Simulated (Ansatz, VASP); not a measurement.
## One calculation of KF, two programs

```xyz
2
Lattice="0.0000 2.7372 2.7372 2.7372 0.0000 2.7372 2.7372 2.7372 0.0000" Properties=species:S:1:pos:R:3 pbc="T T T"
K     2.7372    2.7372    2.7372
F     0.0000    0.0000    0.0000
```

Alike in both runs: task single point; functional PBE; k mesh 8 × 8 × 8; occupations gaussian, width 0.02 eV; no spin polarisation.

```csv
,VASP,Ansatz
version,VASP 6.6.1,Ansatz 0.2.0
potentials or method,"VASP PAW PBE potentials, release 64 (K_sv, F)","scalar-relativistic, plane waves, PAW"
plane-wave cutoff (eV),520,420
valence electrons in the cell,16,16
```

|  | VASP | Ansatz | Ansatz less VASP |
| --- | --- | --- | --- |
| gap on the k mesh at the Fermi level (eV) | 5.80 | 5.82 | +0.015 |
| least direct gap on the mesh (eV) | 5.80 | 5.82 | +0.015 |
| pressure (GPa) | -0.8 | -0.8 | +0.01 |

A k mesh can miss the band edges. Expect the measured gap to be larger: semilocal functionals such as PBE lack the derivative discontinuity.
